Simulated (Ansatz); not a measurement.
# Work and stress of cleavage in TaN

Method: Ansatz, DFT PBEsol, scalar-relativistic, plane waves, PAW. The runs took a 420 eV cutoff, a Γ-centred 22×22×4 mesh and Gaussian smearing (0.15 eV). Spin–orbit coupling is left out, which can shift energies with elements as heavy as these. No spin polarisation. Energies are free energies at this smearing, counted from the undisturbed cell; pressure is positive in compression.

Zero of the scan (relaxed at this level; this rock-salt form isn't the usual structure):

```
Ta N
1.0
     2.18784   -2.18784    0.00000
     2.18784    0.00000   -2.18784
     8.75138    8.75138    8.75138
Ta N
6 6
Direct
  0.66667 0.66667 0.29167
  0.00000 0.00000 0.12500
  0.33333 0.33333 0.45833
  0.66667 0.66667 0.79167
  0.00000 0.00000 0.62500
  0.33333 0.33333 0.95833
  0.00000 0.00000 0.37500
  0.33333 0.33333 0.20833
  0.66667 0.66667 0.54167
  0.00000 0.00000 0.87500
  0.33333 0.33333 0.70833
  0.66667 0.66667 0.04167
```

The cut lies on the cell's a–b face, a (1 1 1) plane (indices in the standard cell, whose axes needn't be the Cartesian ones shown) of area 8.29 Å², between layers 1.26 Å apart. Vector c is lengthened by d along the normal with the atoms' Cartesian places fixed: one unrelaxed cut a cell. The traction is positive where the two halves pull on each other.

```csv
d (Å),energy (J/m²),traction (GPa)
-0.30,1.04,-78.8
0.00,0.00,0.2
0.25,0.45,32.1
0.50,1.44,44.5
1.00,3.58,36.5
1.50,4.95,19.1
2.00,5.61,8.8
3.00,6.06,1.9
6.00,6.21,0.1
```

Task: What are the work of separation and the cleavage stress, and do they fit the universal binding curve?

Result: The energy levels off near W ≈ 6.21 J/m² (the traction is down to 0.1 GPa), the energy of the two unrelaxed faces, 3.10 J/m² each on average. The largest sampled traction is 44.5 GPa at d = 0.50 Å, and a parabola through it and its two neighbours peaks at σ_max ≈ 46.6 GPa, d ≈ 0.66 Å. The curve E = W[1 − (1 + d/ℓ)exp(−d/ℓ)] peaks in traction at d = ℓ with σ_max = W/(eℓ); with 1 J/m² per Å = 10 GPa this W and σ_max give ℓ = 0.49 Å. A parabola through that curve at the same three d peaks at 0.58 Å, against 0.66 Å here, a fair fit. Real crystals break at far lower stress, because cracks concentrate it, and on the plane of lowest W, which needn't be this one.

The cut is rigid; relaxing the faces lowers these energies and usually the stresses.

In a metal these slopes depend on the k mesh and the smearing.

Cost: 9 runs of about 18 core-minutes in all, on Intel Xeon 6975P-C (Granite Rapids) (shared hosts).